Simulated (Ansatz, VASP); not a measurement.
## Two plane-wave programs on Cu

INCAR

```
SYSTEM = Cu
PREC = Accurate ; ENCUT = 520
EDIFF = 1E-7 ; ISMEAR = 0
SIGMA = 0.15 ; LREAL = .FALSE.
LASPH = .TRUE. ; NELM = 100
ALGO = Normal ; ISIF = 2
LWAVE = .FALSE. ; LCHARG = .FALSE.
GGA = PE ; NBANDS = 12
```

Contents of KPOINTS:

```
regular mesh
0
G
  32 32 32
  0 0 0
```

File POSCAR:

```
Cu
1.0
   -1.5171161783      1.5171161783      1.3049627093
    1.5171161783     -1.5171161783      1.3049627093
    1.5171161783      1.5171161783     -1.3049627093
Cu
1
Direct
    0.0000000000      0.0000000000      0.0000000000
```

Input for Ansatz:

```yaml
crystal:
  lattice:
    - [-1.5171161783, 1.5171161783, 1.3049627093]
    - [1.5171161783, -1.5171161783, 1.3049627093]
    - [1.5171161783, 1.5171161783, -1.3049627093]
  atoms:
    - { symbol: Cu, position: [0.0, 0.0, 0.0] }
basis:
  ecutwfc: 420
kpoints:
  mp_grid: { grid: [32, 32, 32] }
hamiltonian:
  xc: pbe
scf:
  occupations: { method: gaussian, width: 0.15 }
output:
  forces: true
  stress: true
  eigenvalues: true
```

Alike in both runs: task single point; functional PBE; k mesh 32 × 32 × 32; occupations gaussian, width 0.15 eV; no spin polarisation.

```csv
,VASP,Ansatz
version,VASP 6.6.1,Ansatz 0.2.0
potentials or method,"VASP PAW PBE potentials, release 64 (Cu)","scalar-relativistic, plane waves, PAW"
plane-wave cutoff (eV),520,420
valence electrons in the cell,11,19
```

|  | VASP | Ansatz | Ansatz less VASP |
| --- | --- | --- | --- |
| gap on the k mesh at the Fermi level (eV) | none | none | - |
| pressure (GPa) | 1.1 | 0.6 | -0.53 |
| largest component of the traceless stress (GPa) | 2.14 | 2.11 | -0.026 |

A gap of «none» marks a metal or a gap that the smearing closes. The two sets of potentials don't hold the same shells in valence.
